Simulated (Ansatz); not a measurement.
# Carbon, fcc under BLYP: structure, energy and stiffness, part 2 of 2

The plan for carbon in the fcc structure: relax it, solve it on a dense k-mesh, then scale the cell to 7 volumes from 88 to 112 % of the relaxed one and try a fit of the equation of state. Spin polarisation is left out. The k-meshes are 18×18×18 for the relaxation; 28×28×28 for the dense run; 19×19×19 for the volumes.

Ansatz 0.2.0; DFT, BLYP, plane waves (420 eV) with PAW, scalar-relativistic.

**5. The cell scaled to 92 % of its volume**

input.yaml

```yaml
crystal:
  lattice:
    - [0.0, 1.558075339, 1.558075339]
    - [1.558075339, 0.0, 1.558075339]
    - [1.558075339, 1.558075339, 0.0]
  atoms:
    - { symbol: C, position: [0.0, 0.0, 0.0] }
hamiltonian:
  xc: blyp
  pseudopotentials:
    kind: paw
    azcp:
      C: "pseudopotentials/C.paw.azcp"
basis:
  ecutwfc: 420
  fft_grid_basis: typed
kpoints:
  mp_grid: { grid: [19, 19, 19], shift: [0, 0, 0] }
magnetization:
  spin_polarized: false
scf:
  occupations: { method: fermi_dirac, width: 0.1 }
  lower_state_search: "off"
output:
  stress: true
```

Log, shortened:

```text
Warning: RAYON_NUM_THREADS=2 ignored (pool sized by the plan → 2); use --threads N
[...]
Pseudopotentials: kind: paw
Pseudopotential: C, paw, valence charge 4, recommended cutoff 420 eV (normal), <dir>
Functional definition: BLYP
[...]
Crystal: 1 atoms, lattice volume = 7.565 Å³
Basis set: ecut = 420 eV, 169 PW (Γ), exchange–correlation on 30×30×30 points (8 copies of the dense FFT grid, shifted against one another)
Bands: 6, of which v1, the nominal top of the filled ones, is band 2 counted from 1 (1 counted from 0)
Symmetry: 48 space group operations
Space group: Fm-3m (ITA 225), of the structure as read, at distance tolerance 2.0e-5 Å
k-points: 220 of 6859
[...]
SCF iter   1: F=—  HF=-247.024445 eV  |F-HF|=—  |Δ(HF+E_count)|=         —  Δρ=2.01e-2  dr2=2.06e-2  ethr=1.77e-3  ⟨swp⟩=4.9  Hψ=10172  notcnv=0
[...]
SCF iter   6: F=-247.016394 eV  HF=-247.016394 eV  |F-HF|=1.36e-10  |Δ(HF+E_count)|=   2.66e-8  Δρ=2.29e-6  dr2=2.49e-10  ethr=1.58e-9  ⟨swp⟩=2.0  Hψ=4034  notcnv=0
[...]
SCF converged after 6 iterations
Free energy (F): -247.016394 eV
[...]
E sigma→0 (E₀):  -247.010862 eV
Entropy (-TS):   -0.011065 eV (-11.065 meV/atom)
Fermi energy:    10.173324 eV
[...]
--- Stress (GPa, compression-positive) ---
       11.273116       0.000000      -0.000000
       -0.000000      11.273116      -0.000000
        0.000000      -0.000000      11.273116
  P = ⅓ Tr σ = 11.2731 GPa (112.731 kbar)
```

Wall time 0.54 s (2 threads of Arm Neoverse V2, shared host); peak memory 0.24 GiB.

**6. The cell scaled to 96 % of its volume**

input.yaml: that of step 5 with these lines changed.

```diff
@@ -2,5 +2,5 @@
   lattice:
-    - [0.0, 1.558075339, 1.558075339]
-    - [1.558075339, 0.0, 1.558075339]
-    - [1.558075339, 1.558075339, 0.0]
+    - [0.0, 1.5803365657, 1.5803365657]
+    - [1.5803365657, 0.0, 1.5803365657]
+    - [1.5803365657, 1.5803365657, 0.0]
   atoms:
```

Log, shortened:

```text
Warning: RAYON_NUM_THREADS=2 ignored (pool sized by the plan → 2); use --threads N
[...]
[... 3 set-up lines as earlier in the session ...]
[...]
Crystal: 1 atoms, lattice volume = 7.894 Å³
Basis set: ecut = 420 eV, 169 PW (Γ), exchange–correlation on 30×30×30 points (8 copies of the dense FFT grid, shifted against one another)
Bands: 6, of which v1, the nominal top of the filled ones, is band 2 counted from 1 (1 counted from 0)
[... 2 set-up lines as earlier in the session ...]
k-points: 220 of 6859
[...]
SCF iter   1: F=—  HF=-247.041397 eV  |F-HF|=—  |Δ(HF+E_count)|=         —  Δρ=1.98e-2  dr2=2.13e-2  ethr=1.77e-3  ⟨swp⟩=5.0  Hψ=10135  notcnv=0
[...]
SCF iter   6: F=-247.033006 eV  HF=-247.033006 eV  |F-HF|=1.25e-10  |Δ(HF+E_count)|=   2.67e-8  Δρ=2.11e-6  dr2=2.27e-10  ethr=1.59e-9  ⟨swp⟩=2.0  Hψ=4050  notcnv=0
[...]
SCF converged after 6 iterations
Free energy (F): -247.033006 eV
[...]
E sigma→0 (E₀):  -247.027340 eV
Entropy (-TS):   -0.011331 eV (-11.331 meV/atom)
Fermi energy:    9.510917 eV
[...]
--- Stress (GPa, compression-positive) ---
        5.068463       0.000000      -0.000000
       -0.000000       5.068463       0.000000
        0.000000      -0.000000       5.068463
  P = ⅓ Tr σ = 5.0685 GPa (50.685 kbar)
```

Run time: 0.54 s. Hardware: 2 threads of Arm Neoverse V2, shared host; peak memory 0.24 GiB.

**7. The cell scaled to 100 % of its volume**

input.yaml: that of step 6 with these lines changed.

```diff
@@ -2,5 +2,5 @@
   lattice:
-    - [0.0, 1.5803365657, 1.5803365657]
-    - [1.5803365657, 0.0, 1.5803365657]
-    - [1.5803365657, 1.5803365657, 0.0]
+    - [0.0, 1.6019877023, 1.6019877023]
+    - [1.6019877023, 0.0, 1.6019877023]
+    - [1.6019877023, 1.6019877023, 0.0]
   atoms:
```

Log, shortened:

```text
Warning: RAYON_NUM_THREADS=2 ignored (pool sized by the plan → 2); use --threads N
[...]
[... 3 set-up lines as earlier in the session ...]
[...]
Crystal: 1 atoms, lattice volume = 8.223 Å³
Basis set: ecut = 420 eV, 169 PW (Γ), exchange–correlation on 32×32×32 points (8 copies of the dense FFT grid, shifted against one another)
Bands: 6, of which v1, the nominal top of the filled ones, is band 2 counted from 1 (1 counted from 0)
[... 2 set-up lines as earlier in the session ...]
k-points: 220 of 6859
[...]
SCF iter   1: F=—  HF=-247.046601 eV  |F-HF|=—  |Δ(HF+E_count)|=         —  Δρ=1.95e-2  dr2=2.21e-2  ethr=1.77e-3  ⟨swp⟩=5.0  Hψ=10110  notcnv=0
[...]
SCF iter   6: F=-247.037911 eV  HF=-247.037911 eV  |F-HF|=1.24e-10  |Δ(HF+E_count)|=   2.82e-8  Δρ=2.03e-6  dr2=2.23e-10  ethr=1.68e-9  ⟨swp⟩=2.0  Hψ=4048  notcnv=0
[...]
SCF converged after 6 iterations
Free energy (F): -247.037911 eV
[...]
E sigma→0 (E₀):  -247.032094 eV
Entropy (-TS):   -0.011633 eV (-11.633 meV/atom)
Fermi energy:    8.897258 eV
[...]
--- Stress (GPa, compression-positive) ---
       -0.119029      -0.000000       0.000000
        0.000000      -0.119029       0.000000
       -0.000000       0.000000      -0.119029
  P = ⅓ Tr σ = -0.1190 GPa (-1.190 kbar)
```

Wall time 0.55 s (2 threads of Arm Neoverse V2, shared host); peak memory 0.24 GiB.

**8. The cell scaled to 104 % of its volume**

input.yaml: that of step 7 with these lines changed.

```diff
@@ -2,5 +2,5 @@
   lattice:
-    - [0.0, 1.6019877023, 1.6019877023]
-    - [1.6019877023, 0.0, 1.6019877023]
-    - [1.6019877023, 1.6019877023, 0.0]
+    - [0.0, 1.6230689053, 1.6230689053]
+    - [1.6230689053, 0.0, 1.6230689053]
+    - [1.6230689053, 1.6230689053, 0.0]
   atoms:
@@ -25 +25,5 @@
   stress: true
+  write_density: true
+  write_potential: true
+  elf: true
+  volumetric_format: npy
```

Log, shortened:

```text
Warning: RAYON_NUM_THREADS=2 ignored (pool sized by the plan → 2); use --threads N
[...]
[... 3 set-up lines as earlier in the session ...]
[...]
Crystal: 1 atoms, lattice volume = 8.551 Å³
Basis set: ecut = 420 eV, 169 PW (Γ), exchange–correlation on 32×32×32 points (8 copies of the dense FFT grid, shifted against one another)
Bands: 6, of which v1, the nominal top of the filled ones, is band 2 counted from 1 (1 counted from 0)
[... 2 set-up lines as earlier in the session ...]
k-points: 220 of 6859
[...]
SCF iter   1: F=—  HF=-247.042110 eV  |F-HF|=—  |Δ(HF+E_count)|=         —  Δρ=1.92e-2  dr2=2.27e-2  ethr=1.77e-3  ⟨swp⟩=5.0  Hψ=10118  notcnv=0
[...]
SCF iter   6: F=-247.033148 eV  HF=-247.033148 eV  |F-HF|=1.00e-10  |Δ(HF+E_count)|=   2.59e-8  Δρ=1.76e-6  dr2=1.79e-10  ethr=1.54e-9  ⟨swp⟩=4.5  Hψ=5896  notcnv=0
the search or the solves at the SCF's close seem to have found levels that the self-consistency loop had missed (the run counts 1). By its estimate they hold under 1e-12 electrons; where the run keeps them, the occupations were computed again with them
[...]
SCF converged after 6 iterations
Free energy (F): -247.033148 eV
[...]
E sigma→0 (E₀):  -247.027057 eV
Entropy (-TS):   -0.012181 eV (-12.181 meV/atom)
Fermi energy:    8.325090 eV
[...]
--- Stress (GPa, compression-positive) ---
       -4.398725      -0.000000      -0.000000
       -0.000000      -4.398725      -0.000000
       -0.000000      -0.000000      -4.398725
  P = ⅓ Tr σ = -4.3987 GPa (-43.987 kbar)
--- Band table (eV; the first three rows and the last of 220) ---
  k-point 0: bands = ["-8.2805", "14.9059", "14.9059", "14.9059", "35.3476", "36.6260"]
[...]
```

Run time: 0.72 s. Hardware: 2 threads of Arm Neoverse V2, shared host; peak memory 0.25 GiB.

**9. The cell scaled to 108 % of its volume**

input.yaml: that of step 8 with these lines changed.

```diff
@@ -2,5 +2,5 @@
   lattice:
-    - [0.0, 1.6230689053, 1.6230689053]
-    - [1.6230689053, 0.0, 1.6230689053]
-    - [1.6230689053, 1.6230689053, 0.0]
+    - [0.0, 1.6436162626, 1.6436162626]
+    - [1.6436162626, 0.0, 1.6436162626]
+    - [1.6436162626, 1.6436162626, 0.0]
   atoms:
```

Log, shortened:

```text
Warning: RAYON_NUM_THREADS=2 ignored (pool sized by the plan → 2); use --threads N
[...]
[... 3 set-up lines as earlier in the session ...]
[...]
Crystal: 1 atoms, lattice volume = 8.880 Å³
Basis set: ecut = 420 eV, 169 PW (Γ), exchange–correlation on 32×32×32 points (8 copies of the dense FFT grid, shifted against one another)
Bands: 6, of which v1, the nominal top of the filled ones, is band 2 counted from 1 (1 counted from 0)
[... 1 set-up line as earlier in the session ...]
Space group: Fm-3m (ITA 225), of the structure as read, at distance tolerance 2.1e-5 Å
k-points: 220 of 6859
[...]
SCF iter   1: F=—  HF=-247.029608 eV  |F-HF|=—  |Δ(HF+E_count)|=         —  Δρ=1.90e-2  dr2=2.34e-2  ethr=1.77e-3  ⟨swp⟩=5.0  Hψ=10068  notcnv=0
[...]
SCF iter   6: F=-247.020360 eV  HF=-247.020360 eV  |F-HF|=5.26e-11  |Δ(HF+E_count)|=   2.08e-8  Δρ=1.26e-6  dr2=9.65e-11  ethr=1.24e-9  ⟨swp⟩=4.5  Hψ=5828  notcnv=0
[...]
SCF converged after 6 iterations
Free energy (F): -247.020360 eV
[...]
E sigma→0 (E₀):  -247.013892 eV
Entropy (-TS):   -0.012935 eV (-12.935 meV/atom)
Fermi energy:    7.793281 eV
[...]
--- Stress (GPa, compression-positive) ---
       -7.972878       0.000000      -0.000000
        0.000000      -7.972878       0.000000
       -0.000000       0.000000      -7.972878
  P = ⅓ Tr σ = -7.9729 GPa (-79.729 kbar)
--- Band table (eV; the first three rows and the last of 220) ---
  k-point 0: bands = ["-8.3879", "14.1321", "14.1321", "14.1321", "33.8469", "35.6480"]
[...]
```

It took 0.74 s on 2 threads of Arm Neoverse V2, shared host; peak memory 0.25 GiB.

**10. The cell scaled to 112 % of its volume**

input.yaml: that of step 9 with these lines changed.

```diff
@@ -2,5 +2,5 @@
   lattice:
-    - [0.0, 1.6436162626, 1.6436162626]
-    - [1.6436162626, 0.0, 1.6436162626]
-    - [1.6436162626, 1.6436162626, 0.0]
+    - [0.0, 1.663662339, 1.663662339]
+    - [1.663662339, 0.0, 1.663662339]
+    - [1.663662339, 1.663662339, 0.0]
   atoms:
@@ -25,5 +25 @@
   stress: true
-  write_density: true
-  write_potential: true
-  elf: true
-  volumetric_format: npy
```

Log, shortened:

```text
Warning: RAYON_NUM_THREADS=2 ignored (pool sized by the plan → 2); use --threads N
[...]
[... 3 set-up lines as earlier in the session ...]
[...]
Crystal: 1 atoms, lattice volume = 9.209 Å³
Basis set: ecut = 420 eV, 169 PW (Γ), exchange–correlation on 32×32×32 points (8 copies of the dense FFT grid, shifted against one another)
Bands: 6, of which v1, the nominal top of the filled ones, is band 2 counted from 1 (1 counted from 0)
[... 2 set-up lines as earlier in the session ...]
k-points: 220 of 6859
[...]
SCF iter   1: F=—  HF=-247.010359 eV  |F-HF|=—  |Δ(HF+E_count)|=         —  Δρ=1.88e-2  dr2=2.42e-2  ethr=1.77e-3  ⟨swp⟩=5.0  Hψ=10049  notcnv=0
[...]
SCF iter   6: F=-247.000825 eV  HF=-247.000825 eV  |F-HF|=2.25e-11  |Δ(HF+E_count)|=   1.62e-8  Δρ=8.40e-7  dr2=4.45e-11  ethr=9.82e-10  ⟨swp⟩=2.0  Hψ=4026  notcnv=0
[...]
SCF converged after 6 iterations
Free energy (F): -247.000825 eV
[...]
E sigma→0 (E₀):  -246.993908 eV
Entropy (-TS):   -0.013834 eV (-13.834 meV/atom)
Fermi energy:    7.300194 eV
[...]
--- Stress (GPa, compression-positive) ---
      -10.960979      -0.000000       0.000000
        0.000000     -10.960979      -0.000000
        0.000000       0.000000     -10.960979
  P = ⅓ Tr σ = -10.9610 GPa (-109.610 kbar)
```

Wall time 0.55 s (2 threads of Arm Neoverse V2, shared host); peak memory 0.24 GiB.

**11. Fitting the volumes**

The cell was scaled evenly, with its shape and the fractional positions fixed.

| V (Å³/atom) | E − E₀ (meV/atom) | P from the stress (GPa) | P from the fit (GPa) |
| --- | --- | --- | --- |
| 7.236 | 51.5 | 18.72 | 18.59 |
| 7.565 | 21.2 | 11.27 | 11.18 |
| 7.894 | 4.7 | 5.07 | 4.98 |
| 8.223 | 0.0 | -0.12 | -0.20 |
| 8.551 | 5.0 | -4.40 | -4.54 |
| 8.880 | 18.2 | -7.97 | -8.18 |
| 9.209 | 38.2 | -10.96 | -11.24 |

Fit (Birch-Murnaghan, third order): V₀ = 8.209 Å³/atom, B₀ = 119 GPa, B₀′ = 3.4, largest residual 0.05 meV/atom.

The fit is made to E(σ → 0), while the stress belongs to the free energy F; that is one source of the offset between the two pressures.

**12. Outcome**

The summary covers parts 1 to 2.

```
                      quantity                         value
space group (spins left aside)               Fm-3m (No. 225)
             conventional cell                   a = 3.204 Å
                        volume                 8.223 Å³/atom
             shortest distance                       2.266 Å
               gap on the mesh  none (levels filled in part)
          relative to graphite                +4776 meV/atom
                   V₀, B₀, B₀′   8.209 Å³/atom, 119 GPa, 3.4
```

What this shows: The relaxation enlarged the cell by 24.3 % in volume. It lies 4776 meV/atom above the element's reference form at the same level (graphite, from a run of its own). No gap shows: it is a metal or semimetal at this level. B₀ comes out at 119 GPa. Relaxation kept the symmetry; phonons were not checked.
